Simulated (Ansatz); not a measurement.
Crystal: ScAl3.

```
CELL_PARAMETERS angstrom
4.08781 0.00000 0.00000
0.00000 4.08781 0.00000
0.00000 0.00000 4.08781
ATOMIC_POSITIONS crystal
Sc 0.00000 0.00000 0.00000
Al 0.50000 0.50000 0.00000
Al 0.00000 0.50000 0.50000
Al 0.50000 0.00000 0.50000
```

The cell is a database's computed one.

```yaml
Program: Ansatz 0.2.0
Task: single point
Functional: PBE
Potentials_or_basis: Ansatz PAW
Cutoff: "420 eV (not typed: the program's choice for these potentials)"
k_mesh: 7 × 7 × 7
Occupations: fermi-dirac, width 0.05 eV
Spin: no spin polarisation
```

On this cell: pressure 1.1 GPa; largest force zero by symmetry; band gap on the k mesh none (metal or under the smearing width).

The same run follows on a disturbed copy (atoms moved at random, drawn with an rms of 0.05 Å):

```
CELL_PARAMETERS angstrom
4.08781 0.00000 0.00000
0.00000 4.08781 0.00000
0.00000 0.00000 4.08781
ATOMIC_POSITIONS crystal
Sc 0.00430 0.99952 0.99338
Al 0.49763 0.49880 0.01184
Al 0.98723 0.50111 0.49913
Al 0.50018 0.00798 0.50181
```

What changes?

The energy (extrapolated to zero smearing) moves by +5.5 meV/atom; pressure 1.3 GPa; largest force 0.414 eV/Å; band gap on the k mesh none (metal or under the smearing width).

Forces in eV/Å, atoms in the order of the input:
```
Sc  -0.256  0.045  0.322
Al   0.039  0.087 -0.245
Al   0.245  0.025 -0.002
Al  -0.028 -0.157 -0.076
```

Stress tensor (GPa, compression positive):
```
 1.27  0.07  0.08
 0.07  1.24 -0.06
 0.08 -0.06  1.25
```
